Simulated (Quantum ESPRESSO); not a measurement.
## HfN: zone-centre phonons under several settings

```xyz
2
Lattice="0.0000 2.2560 2.2560 2.2560 0.0000 2.2560 2.2560 2.2560 0.0000" Properties=species:S:1:pos:R:3 pbc="T T T"
Hf    0.0000    0.0000    0.0000
N     2.2560    2.2560    2.2560
```

All runs used Quantum ESPRESSO 7.5; potentials GBRV 1.5 PBE; k mesh 10 × 10 × 10; no spin polarisation; cutoff 612 eV; occupations cold, width 0.2 eV.

| level | geometry | volume (Å³/atom) | pressure (GPa) | lowest optical mode without the field (cm⁻¹) |
| --- | --- | --- | --- | --- |
| PBE | relaxed at 0 GPa | 11.71 | 0.0 | 476 |
| PBE | relaxed at 5 GPa | 11.51 | 5.0 | 493 |
| PBE | relaxed at 10 GPa | 11.32 | 10.0 | 509 |
| PBE | relaxed at 20 GPa | ? | 20.0 | ? |
| PBE | relaxed at 40 GPa | 10.43 | 39.9 | 589 |

Question: What stands in the row left open?

Answer: Volume 10.98 Å³/atom; lowest optical mode without the field 538 cm⁻¹.

Caveats: the cell is more than 3 GPa from zero pressure, which shifts response properties (some runs).

For the row left open. Caveat: the cell is more than 3 GPa from zero pressure, which shifts response properties.
